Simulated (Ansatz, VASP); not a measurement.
# Cross-check of AlN (AlN(110)) between VASP and Ansatz, part 2 of 3

Wanted: the spread between two codes on one cell, functional and k mesh. The structure shown is the end of the VASP relaxation below.

VASP 6.6.1 and Ansatz 0.2.0.

So far: Starting point; VASP: relaxation, PBEsol.

### 3. Ansatz: single point, PBEsol

Level of this step: Ansatz beside VASP: Kohn-Sham DFT, plane waves, PBEsol (Ansatz).

Ansatz runs on its default PAW (the set named soft_2) files.

The same cell, functional, mesh and smearing now go to Ansatz, which takes its cutoff from its data sets.

input.yaml

```yaml
crystal:
  lattice:
    - [3.0943472, 0.0, 0.0]
    - [0.0, 4.37606777, 0.0]
    - [0.0, 0.0, 28.37738878]
  atoms:
    - { symbol: Al, position: [0.0, 0.03918919, 0.2884034] }
    - { symbol: Al, position: [0.5, 0.4965946, 0.33434668] }
    - { symbol: Al, position: [0.0, 0.99660608, 0.39106193] }
    - { symbol: Al, position: [0.5, 0.49552052, 0.44523032] }
    - { symbol: Al, position: [0.0, 0.99606183, 0.5] }
    - { symbol: Al, position: [0.5, 0.49552052, 0.55476968] }
    - { symbol: Al, position: [0.0, 0.99660608, 0.60893807] }
    - { symbol: Al, position: [0.5, 0.4965946, 0.66565332] }
    - { symbol: Al, position: [0.0, 0.03918919, 0.7115966] }
    - { symbol: "N", position: [0.0, 0.7431902, 0.33576929] }
    - { symbol: "N", position: [0.5, 0.23902564, 0.28173509] }
    - { symbol: "N", position: [0.0, 0.74602889, 0.44535889] }
    - { symbol: "N", position: [0.5, 0.24768567, 0.39049595] }
    - { symbol: "N", position: [0.0, 0.74602889, 0.55464111] }
    - { symbol: "N", position: [0.5, 0.24625659, 0.5] }
    - { symbol: "N", position: [0.0, 0.7431902, 0.66423071] }
    - { symbol: "N", position: [0.5, 0.24768567, 0.60950405] }
    - { symbol: "N", position: [0.5, 0.23902564, 0.71826491] }
hamiltonian:
  xc: pbesol
  pseudopotentials: { kind: paw }
kpoints:
  mp_grid: { grid: [8, 6, 1] }
scf:
  occupations: { method: gaussian, width: 0.03 }
  n_extra_bands: 8
efield:
  axis: 3
  dipole_correction: true
  ramp_width: 0.04
output:
  forces: true
  eigenvalues: true
```

On the command line:

```console
$ ansatz run input.yaml --threads 8 --pin off --max-ram 18432MiB --backend cpu --events-out ev --progress --plain --runs-dir out
```

Numbers of over 12 decimals in the logs are rounded to 6 here.

What it wrote:

```text
scf.n_extra_bands = 8 over 36 filled bands (N_el = 72.0): the run solves 44 bands
Engine: ansatz 0.2.0, aarch64-unknown-linux-gnu
Pseudopotentials: kind: paw
Pseudopotential: Al, paw, valence charge 3, recommended cutoff 420 eV (normal), Al.paw.azcp
Pseudopotential: N, paw, valence charge 5, recommended cutoff 420 eV (normal), N.paw.azcp
Functional definition: PBEsol
  exchange = pbesol_x
  correlation = pbesol_c
Crystal: 18 atoms, lattice volume = 384.260 Å³
Basis set: ecut = 420 eV, 7491 PW (Γ), exchange–correlation on 48×60×384 points (8 copies of the dense FFT grid, shifted against one another)
Bands: 44, of which v1, the nominal top of the filled ones, is band 36 counted from 1 (35 counted from 0)
Symmetry: 2 space group operations
k-points: 20 of 48 (time reversal used)
Non-local potential: Al, projectors of the file, l = 0: 2, l = 1: 2, l = 2: 1
Non-local potential: N, projectors of the file, l = 0: 2, l = 1: 2, l = 2: 1
PAW form: soft (Blöchl's): semilocal exchange-correlation on the pseudo side does not see the compensation charge
PAW frozen core: Al, regenerated for the run's functional, and the local potential with it (the file was generated under x = pbe(κ = 0.804, μ = 0.219515), c = pbe(β = 0.066725))
PAW frozen core: N, regenerated for the run's functional, and the local potential with it (the file was generated under x = pbe(κ = 0.804, μ = 0.219515), c = pbe(β = 0.066725))
PAW one-centre angular grid: Al, 110 points (default); XC on 64 Gauss nodes
PAW one-centre angular grid: N, 110 points (default); XC on 64 Gauss nodes
Initial density: superposition of atomic densities (neutral atoms: chi_scale 0, normalization atom), corrected by the library's trained network
Initial wavefunctions: pseudopotential atomic-orbital guess
Functional: x = pbesol(κ = 0.804, μ = 0.123457), c = pbesol(β = 0.046)
SCF iter   1: F=—  HF=-8149.176833 eV  |F-HF|=—  |Δ(HF+E_count)|=         —  Δρ=7.43e-3  dr2=2.27e-1  ethr=1.77e-3  p=0.000 e·Å  D=1.48e-14 V/Å  ΔV_dip=-0.00 eV  dr2_dipole=2.49e-7  V_vac-E_F(+/−)=4.05/4.05 eV  ⟨swp⟩=14.2  Hψ=5701  notcnv=0  defer=1
efield: sawtooth ramp at fractional position 0.9800 (placed from the atoms, in the widest stretch of the axis that holds none; the zero of the levels goes with the place), width 0.0400; the density the first Hamiltonian is built on has a dipole p = 0.000 e·Å; the dipole correction subtracts the counter field D = 1.48e-14 V/Å, which shifts the + side's vacuum level by -0.00 eV against the − side's; the planar-averaged density in the ramp window peaks in size at 1.3e-6 e/Å³
preconditioner: auto → Resta (q_TF=auto, 2.064 Å⁻¹)  ε∞=3.4  [insulator: Δε(μ)=2.534 eV  Ē_g=10.318 eV  σ=0.030 eV  W_gap=1.00  n_scr=50 (ndim 8)  ℏωp=16.1 eV  f_vac=0.456  D(μ)=0.00/eV (n_scr^D=0)  ε∞_Penn≈3.4  vacuum switching on, ρ_ref=7.7e-3 e/Å³]
SCF iter   2: F=—  HF=-8149.116581 eV  |F-HF|=—  |Δ(HF+E_count)|=   6.03e-2  Δρ=1.58e-3  dr2=5.30e-3  ethr=3.16e-4  p=-0.000 e·Å  D=-7.07e-5 V/Å  ΔV_dip=0.00 eV  dr2_dipole=1.39e-7  V_vac-E_F(+/−)=4.25/4.25 eV  ⟨swp⟩=2.3  Hψ=1734  notcnv=0  defer=59
SCF iter   3: F=—  HF=-8149.116014 eV  |F-HF|=—  |Δ(HF+E_count)|=   5.67e-4  Δρ=6.85e-4  dr2=1.32e-3  ethr=7.37e-6  p=-0.000 e·Å  D=-2.23e-5 V/Å  ΔV_dip=0.00 eV  dr2_dipole=1.13e-8  V_vac-E_F(+/−)=4.28/4.28 eV  ⟨swp⟩=2.1  Hψ=1694  notcnv=0  defer=59
SCF iter   4: F=—  HF=-8149.116341 eV  |F-HF|=—  |Δ(HF+E_count)|=   3.27e-4  Δρ=3.91e-4  dr2=7.02e-4  ethr=1.83e-6  p=-0.000 e·Å  D=-4.29e-7 V/Å  ΔV_dip=0.00 eV  dr2_dipole=2.11e-10  V_vac-E_F(+/−)=4.33/4.33 eV  ⟨swp⟩=2.0  Hψ=1436  notcnv=0  defer=59
SCF iter   5: F=—  HF=-8149.116268 eV  |F-HF|=—  |Δ(HF+E_count)|=   7.30e-5  Δρ=5.71e-5  dr2=1.56e-5  ethr=9.75e-7  p=0.000 e·Å  D=5.27e-6 V/Å  ΔV_dip=-0.00 eV  dr2_dipole=7.29e-10  V_vac-E_F(+/−)=4.35/4.35 eV  ⟨swp⟩=2.1  Hψ=1441  notcnv=0  defer=59
SCF iter   6: F=—  HF=-8149.116249 eV  |F-HF|=—  |Δ(HF+E_count)|=   1.83e-5  Δρ=3.57e-5  dr2=5.33e-6  ethr=2.17e-8  p=-0.000 e·Å  D=-3.67e-6 V/Å  ΔV_dip=0.00 eV  dr2_dipole=4.26e-10  V_vac-E_F(+/−)=4.35/4.35 eV  ⟨swp⟩=2.4  Hψ=1711  notcnv=0  defer=59
SCF iter   7: F=—  HF=-8149.116249 eV  |F-HF|=—  |Δ(HF+E_count)|=   2.65e-7  Δρ=1.21e-5  dr2=4.38e-7  ethr=7.40e-9  p=-0.000 e·Å  D=-1.41e-6 V/Å  ΔV_dip=0.00 eV  dr2_dipole=5.22e-11  V_vac-E_F(+/−)=4.35/4.35 eV  ⟨swp⟩=2.0  Hψ=1447  notcnv=0  defer=59
SCF iter   8: F=-8149.116249 eV  HF=-8149.116249 eV  |F-HF|=1.69e-8  |Δ(HF+E_count)|=   9.13e-8  Δρ=2.85e-6  dr2=4.40e-8  ethr=1.39e-10  p=0.000 e·Å  D=3.31e-7 V/Å  ΔV_dip=-0.00 eV  dr2_dipole=2.52e-12  V_vac-E_F(+/−)=4.35/4.35 eV  ⟨swp⟩=15.9  Hψ=5057  notcnv=0
SCF 1 converged in 8 iterations: F = -8149.116249 eV  dr2 = 4.40e-8
  greatest PAW one-centre occupation: 0.792 electrons in one spin orbital (limit 2), on the N atom at site 10 (counted from 0), in its partial waves of l = 0
SCF converged after 8 iterations
Free energy (F): -8149.116249 eV
Harris-Foulkes:  -8149.116249 eV  (|F-HF|=1.69e-8)
Internal energy: -8149.116249 eV  (E = F + TS)
E sigma→0 (E₀):  -8149.116249 eV
Fermi energy:    2.039390 eV
Dipole field:    D = -0.000001 V/Å  (p = -0.000003 e·Å, saw-weighted, corrected)
Work function:   Φ+ = 4.3550 eV   Φ− = 4.3549 eV
Levels:          The Fermi level and band energies are counted from a zero that moves with the ramp; work functions are not
--- Per-component energies (eV) ---
  E_band       = -338.363024
  E_kinetic    = 1420.442239
  E_local      = -44825.801525  (includes V_loc(G=0)·N_el)
  E_nonlocal   = 502.732544
  E_hartree    = 21867.655778
  E_xc         = -902.222859
  E_vxc        = -961.695450  (∫ρ·V_xc dr)
  E_paw        = -5199.469710  (= ΣΔE_a)
  E_vpaw       = -209.374570  (= ΣTr[D̂ρ^β])
  E_aug_tail   = 0.000839  (compensation charges beyond the density's cutoff)
  E_efield     = 0.000000  (sawtooth field / dipole correction)
  E_vefield    = 0.000000  (∫n·V_field dr)
  E_ewald      = 18987.121305
  E_core_change = 0.425141  (= ΣΔE_core)
  E_smearing   = -0.000000  (= −TS)
  E_closure    = -0.000000  (closes the sum)
  Σ components = -8149.116249   (vs F -8149.116249, Δ=0.00e0)
--- Forces (eV/Å), atoms counted from 1 ---
  atom   1  Al     0.00000000    -0.00216132     0.02822920
  atom   2  Al     0.00000000    -0.00361305     0.01538111
  atom   3  Al     0.00000000     0.01527753     0.01249277
  atom   4  Al     0.00000000    -0.00172622    -0.02350226
  atom   5  Al     0.00000000    -0.00033230    -0.00000108
  atom   6  Al     0.00000000    -0.00172278     0.02349575
  atom   7  Al     0.00000000     0.01527378    -0.01249747
  atom   8  Al     0.00000000    -0.00360995    -0.01538465
  atom   9  Al     0.00000000    -0.00216777    -0.02823196
  atom  10  N      0.00000000     0.00777834    -0.01080516
  atom  11  N      0.00000000    -0.01093859     0.01165579
  atom  12  N      0.00000000     0.00028640     0.01569528
  atom  13  N      0.00000000    -0.00838327     0.02076324
  atom  14  N      0.00000000     0.00028660    -0.01568472
  atom  15  N      0.00000000     0.00718726     0.00000606
  atom  16  N      0.00000000     0.00777904     0.01080645
  atom  17  N      0.00000000    -0.00838334    -0.02075912
  atom  18  N      0.00000000    -0.01093824    -0.01165120
  max |Σ_I F_I| component: 1.08e-4 eV/Å
--- Band table (eV; the first three rows and the last of 20) ---
  k-point 0: bands = [... 32 lower, 0.1390, 0.1697, 0.3565, 0.3956, 3.4045, 3.6157, 3.7011, 4.4815, ... 4 higher]
  k-point 1: bands = [... 32 lower, 0.0286, 0.0344, 0.2922, 0.3889, 3.8241, 3.9182, 4.0947, 4.8136, ... 4 higher]
  k-point 2: bands = [... 32 lower, -0.2210, -0.1925, 0.3451, 0.3504, 4.3627, 4.3941, 5.1132, 5.6948, ... 4 higher]
  k-point 19: bands = [... 32 lower, -0.4278, -0.3755, 0.6286, 0.7055, 4.9189, 4.9474, 6.1525, 6.3593, ... 4 higher]
```

It took 11 s on 8 threads of Arm Neoverse N1, shared host; peak memory 1 GiB.

### 4. Differences

Known differences besides the potentials themselves: the cutoff is 420 eV in Ansatz and 440 eV in VASP (PREC = Normal, projectors in real space); Ansatz makes its cores anew for this functional, VASP keeps those of its PBE data sets; VASP leaves aspherical gradient terms in its spheres out (LASPH is not set), Ansatz keeps them. Total energies have different zeros and are not compared.

Compared:

| quantity | Ansatz | VASP | difference |
| --- | --- | --- | --- |
| gap on the k mesh (eV) | 2.668 | 2.651 | +0.017 |

At this near-relaxed geometry the largest component of a force difference is 15 meV/Å. A gap on the mesh is an upper bound, since the band edges may lie between its points. VASP's last cycles still show a density residual of 3e-03, so its state may not be settled.

### 5. VASP: band structure, PBEsol

The same path points are solved in both programs, so levels can be compared one by one.

INCAR

```
SYSTEM = AlN
PREC = Normal
ENCUT = 440
EDIFF = 1E-06
NELM = 120
ISMEAR = 0
SIGMA = 0.03
LREAL = Auto
ALGO = Fast
GGA = PS
NBANDS = 54
LORBIT = 11
LWAVE = .FALSE.
LCHARG = .TRUE.
KPAR = 4
IDIPOL = 3
LDIPOL = .TRUE.
DIPOL = 0.5 0.5 0.5
LVHAR = .TRUE.
LVACPOTAV = .TRUE.
NEDOS = 1500
```

POSCAR

```
AlN
1.0
    3.0943471961      0.0000000000      0.0000000000
    0.0000000000      4.3760677714      0.0000000000
    0.0000000000      0.0000000000     28.3773887844
Al N
9 9
Direct
    0.0000000000      0.0391891940      0.2884033964
    0.5000000000      0.4965945963      0.3343466764
    0.0000000000      0.9966060758      0.3910619297
    0.5000000000      0.4955205233      0.4452303198
    0.0000000000      0.9960618297      0.5000000000
    0.5000000000      0.4955205233      0.5547696802
    0.0000000000      0.9966060758      0.6089380703
    0.5000000000      0.4965945963      0.6656533236
    0.0000000000      0.0391891940      0.7115966036
    0.0000000000      0.7431901998      0.3357692928
    0.5000000000      0.2390256359      0.2817350930
    0.0000000000      0.7460288943      0.4453588896
    0.5000000000      0.2476856723      0.3904959478
    0.0000000000      0.7460288943      0.5546411104
    0.5000000000      0.2462565868      0.5000000000
    0.0000000000      0.7431901998      0.6642307072
    0.5000000000      0.2476856723      0.6095040522
    0.5000000000      0.2390256359      0.7182649070
```

KPOINTS

```
Automatic mesh
0
Gamma
8 6 1
0 0 0
```

KPOINTS_OPT

```
Line mode
14
Line-mode
Reciprocal
  0.00000000   0.00000000   0.00000000 GAMMA
  0.50000000   0.00000000   0.00000000 X

  0.50000000   0.00000000   0.00000000 X
  0.50000000   0.50000000   0.00000000 S

  0.50000000   0.50000000   0.00000000 S
  0.00000000   0.50000000   0.00000000 Y

  0.00000000   0.50000000   0.00000000 Y
  0.00000000   0.00000000   0.00000000 GAMMA

  0.00000000   0.00000000   0.00000000 GAMMA
  0.50000000   0.50000000   0.00000000 S
```

Potentials, in the order of the species: Al and N (PBE family, release 64).

On the command line:

```console
$ mpirun -np 4 vasp_std
```

What it wrote:

```text
[banner, memory and clock lines left out]
running    4 mpi-ranks, on    1 nodes
[...]
[... a notice as in an earlier step ...]

 LDA part: xc-table for (Slater+PW92), standard interpolation
 POSCAR, INCAR and KPOINTS ok, starting setup
[...]
entering main loop
       N       E                     dE             d eps       ncg     rms          rms(c)
DAV:   1     0.420088045426E+03    0.42009E+03   -0.27661E+04  2176   0.968E+02
DAV:   2    -0.905047227456E+02   -0.51059E+03   -0.49022E+03  2914   0.243E+02
DAV:   3    -0.156911124933E+03   -0.66406E+02   -0.65605E+02  2640   0.901E+01
DAV:   4    -0.159131843111E+03   -0.22207E+01   -0.22153E+01  2744   0.199E+01
[...]
RMM:  23    -0.136397003436E+03   -0.23932E-05   -0.26998E-07  1908   0.138E-03    0.377E-04
RMM:  24    -0.136397004786E+03   -0.13500E-05   -0.12199E-07  1495   0.867E-04    0.159E-04
RMM:  25    -0.136397004778E+03    0.71068E-08   -0.32431E-08  1208   0.739E-04
|                                                                             |
[...]
|     workfunction values.                                                    |
|                                                                             |

   1 F= -.13639700E+03 E0= -.13639700E+03  d E =-.657466E-12
 Start KPOINTS_OPT (optional k-point list driver)
k-point batch [1-20\70]
       N       E                     dE             ncg
DAV:   1     0.207387232873E+04   -0.27277E+05     2168
DAV:   2    -0.633271195507E+04   -0.84066E+04     2882
DAV:   3    -0.746760251204E+04   -0.11349E+04     2616
DAV:   4    -0.750597599774E+04   -0.38373E+02     2600
[...]
DAV:   8    -0.750714931775E+04   -0.67723E-04     2672
DAV:   9    -0.750714932004E+04   -0.22820E-05     1928
DAV:  10    -0.750714932025E+04   -0.21234E-06     1632
[...]
k-point batch [61-70\70]
       N       E                     dE             ncg
DAV:   1     0.192128339923E+04   -0.17270E+05     1080
DAV:   2    -0.223559388080E+04   -0.41569E+04     1486
DAV:   3    -0.277244132678E+04   -0.53685E+03     1304
DAV:   4    -0.278969791692E+04   -0.17257E+02     1384
[...]
DAV:   8    -0.279019127891E+04   -0.26939E-04     1320
DAV:   9    -0.279019128021E+04   -0.13004E-05      992
DAV:  10    -0.279019128035E+04   -0.14589E-06      768
```

(Continued in part 3 of 3.)

[Lines on the potential files, build, host, timing and source positions are cut from VASP's logs without a mark.]

[Logs are printed without paths, hosts, clocks, repeated set-up lines and the standing remarks that a program may print on its own settings, such as how far it seeks lower states.]

[Hosts, paths, dates, database ids (printed as entryN), source tags and the programs' standing remarks are cut or masked in the printed files.]
